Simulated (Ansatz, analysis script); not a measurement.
# Linear Ru chain, spacing 3.025 Å: E(q) by the generalised Bloch theorem, part 2 of 2

Spirals are solved in the crystal's own cell at each q. What do they say of the order in a linear Ru chain, spacing 3.025 Å?

Ansatz 0.2.0; PBE, PAW set soft_1.

So far. Step 6 (q = (0, 0, 0.111)): The energy of the cell lies 10.3 meV above that at q = 0, and the largest moment is 2.75 μB against 2.77 μB.

### Step 7. q = (0, 0, 0.333)

Level of this step: Ansatz DFT, spin spiral by the generalised Bloch theorem, no spin-orbit coupling; PBE, PAW set soft_1; PAW set soft_1 (Ansatz).

Input file input.yaml:

```yaml
crystal:
  lattice:
    - [12.0, 0.0, 0.0]
    - [0.0, 12.0, 0.0]
    - [0.0, 0.0, 3.025]
  atoms:
    - { symbol: Ru, position: [0.5, 0.5, 0.0], spin: 2.77, spin_axis: [1.0, 0.0, 0.0] }
kpoints:
  mp_grid: { grid: [1, 1, 36] }
hamiltonian:
  xc: pbe
  pseudopotentials: { kind: paw, azcp: { folder: soft_1 } }
scf:
  occupations: { method: fermi_dirac, width: 0.1 }
  max_iter: 120
  convergence: { dr2_threshold: 1.0e-08 }
  lower_state_search: "off"
basis:
  ecutwfc: 420.0
magnetization:
  noncollinear: true
  spin_spiral: { q: [0.0, 0.0, 0.33333333] }
checkpoint:
  read: start
```

Launch:

```console
> ansatz run input.yaml --threads 2 --pin off --max-ram 4096MiB --backend cpu --events-out ev --progress --plain --runs-dir out
```

Numbers of over 12 decimals in the logs are rounded to 6 here.

The program printed:

```text
[...]
Crystal: 1 atoms, lattice volume = 435.600 Å³
Basis set: ecut = 420 eV, 8475 PW (Γ)
Bands: 24, of which v1, the nominal top of the filled ones, is band 16 counted from 1 (15 counted from 0)
Symmetry: 8 space group operations
k-points: 19 of 36
[...]
SCF iter  11: F=-5873.257742 eV  HF=-5873.257742 eV  |F-HF|=7.64e-11  |Δ(HF+E_count)|=   3.81e-9  Δρ=4.11e-7  dr2=4.74e-10  dr2_m=1.91e-10  ethr=6.25e-11  |M|=2.89e0 ∫|m|=3.18e0 μB  |m|>n=2.2e-3 m-floor=2.2e-3 τ_xc=2.4e-2 mc-row=2.2e-3 uncertified=18  ⟨swp⟩=3.0  Hψ=983  notcnv=0
SCF 1 converged in 11 iterations: F = -5873.257742 eV  dr2 = 4.74e-10
[...]
SCF converged after 11 iterations
Magnetization: |M| = 2.8916 μB,  M = (+2.8916, -0.0000, +0.0000) μB
Absolute magnetization: 3.1835 μB (∫|m|, with the PAW one-centre terms)
  site 0: m = (+2.6384, -0.0000, +0.0000) μB, |m| = 2.6384 μB  (R = 1.25 Å)
Free energy (F): -5873.257742 eV
[...]
Internal energy: -5873.057231 eV  (E = F + TS)
E sigma→0 (E₀):  -5873.157487 eV
Entropy (-TS):   -0.200511 eV (-200.511 meV/atom)
Fermi energy:    -3.344168 eV
[...]
```

Run time: 17 s. Hardware: 2 threads of Intel Xeon 6975P-C (Granite Rapids), shared host; peak memory 1.2 GiB; 34 s of CPU time.

The energy of the cell lies 118 meV above that at q = 0, and the largest moment is 2.64 μB against 2.77 μB.

### Step 8. q = (0, 0, 0.5)

Edit input.yaml of step 7 so:

```diff
@@ -21,3 +21,3 @@
   noncollinear: true
-  spin_spiral: { q: [0.0, 0.0, 0.33333333] }
+  spin_spiral: { q: [0.0, 0.0, 0.5] }
 checkpoint:
```

The program printed:

```text
[...]
Crystal: 1 atoms, lattice volume = 435.600 Å³
Basis set: ecut = 420 eV, 8475 PW (Γ)
Bands: 24, of which v1, the nominal top of the filled ones, is band 16 counted from 1 (15 counted from 0)
Symmetry: 8 space group operations
k-points: 19 of 36
[...]
SCF iter  10: F=-5873.200126 eV  HF=-5873.200126 eV  |F-HF|=2.75e-9  |Δ(HF+E_count)|=   3.71e-7  Δρ=1.46e-6  dr2=2.81e-9  dr2_m=3.15e-9  ethr=6.25e-11  |M|=2.76e0 ∫|m|=3.09e0 μB  |m|>n=2.6e-3 m-floor=2.6e-3 τ_xc=8.3e-3 mc-row=2.6e-3  ⟨swp⟩=1.0  Hψ=1340  notcnv=0
SCF 1 converged in 10 iterations: F = -5873.200126 eV  dr2 = 2.81e-9
[...]
SCF converged after 10 iterations
Magnetization: |M| = 2.7551 μB,  M = (+2.7551, +0.0000, +0.0000) μB
Absolute magnetization: 3.0940 μB (∫|m|, with the PAW one-centre terms)
  site 0: m = (+2.5586, +0.0000, +0.0000) μB, |m| = 2.5586 μB  (R = 1.25 Å)
Free energy (F): -5873.200126 eV
[...]
Internal energy: -5872.991738 eV  (E = F + TS)
E sigma→0 (E₀):  -5873.095932 eV
Entropy (-TS):   -0.208388 eV (-208.388 meV/atom)
Fermi energy:    -3.373934 eV
[...]
```

The job ended after 16 s (2 threads; peak memory 1.2 GiB).

The energy of the cell lies 175 meV above that at q = 0, and the largest moment is 2.56 μB against 2.77 μB.

The other 5 runs of this kind were made alike; their results stand in the table below.

### Step 9. Side runs that gave no result

| changed | outcome |
| --- | --- |
| kpoints.KSPACING | refused or stopped by the program |

### Step 10. The spirals together

```
q (reciprocal lattice)  path length (1/Å)  E(q) − E(0) (meV a magnetic atom)  |m| Ru no. 1 (μB)
             (0, 0, 0)              0.000                               0.00               2.77
         (0, 0, 0.056)              0.115                               2.54               2.77
         (0, 0, 0.111)              0.231                              10.30               2.75
         (0, 0, 0.167)              0.346                              25.00               2.72
         (0, 0, 0.222)              0.462                              48.40               2.68
         (0, 0, 0.278)              0.577                              80.81               2.65
         (0, 0, 0.333)              0.692                             117.84               2.64
         (0, 0, 0.389)              0.808                             148.02               2.62
         (0, 0, 0.444)              0.923                             168.76               2.57
           (0, 0, 0.5)              1.039                             175.46               2.56
```

### Step 11. Fit by Heisenberg shells

For rigid moments E(q) is a sum of cosines over neighbour shells, so a fit gives the couplings, and from them an ordering temperature.

E = −Σ J e·e over ordered pairs (each pair twice, J > 0 for parallel moments) is fitted to 9 points (copies by symmetry counted).

The fitted shells:

```
 pair  distance (Å)  neighbours a magnetic atom  J (meV)
Ru-Ru         3.025                           2    44.34
Ru-Ru          6.05                           2   -6.013
```

This step gave:

- r.m.s. miss of the fit: 1.421 meV
- ordering temperature, mean field: 593.1 K
- wavevector of the mean-field order: 0, 0, 0 reciprocal lattice

### Step 12. Summary of results

```json
{
 "lowest point of the path": "q = 0",
 "highest point": "175 meV a magnetic atom",
 "J of the nearest shell": "44.3 meV",
 "mean-field temperature": "593 K"
}
```

**Reading.** No spiral that was run lies below the ferromagnetic state at q = 0, and winding the moments costs up to 175 meV a magnetic atom. The moments change by at most 8 % from their size at q = 0, a modest change. The fit misses by 0.81 % of the energy range, so the shells describe the path well, though few points can't fix distant couplings. In a sheet or chain isotropic couplings alone give no order above 0 K (Mermin and Wagner), so the mean-field number is only an energy scale. The temperatures are those of classical unit spins, and mean field runs high. The 10 spiral runs took 2.7 min of wall time, added up. Energies are free energies at a smearing of 0.1 eV, and with partly filled levels differences shift, at times strongly, as the smearing goes to zero. The cell was taken as built, with atoms unrelaxed. In doubt: the program's search for lower states was switched off, so a lower magnetic state than those reached may exist.

[Logs and program files are shortened in this print: banners, set-up blocks, solver, clock and traceback lines can be left out without a mark of their own.]

[Logs are printed without paths, hosts, clocks, repeated set-up lines and the standing remarks that a program may print on its own settings, such as how far it seeks lower states.]

[Hosts, paths, dates, database ids (printed as entryN), source tags and the programs' standing remarks are cut or masked in the printed files.]
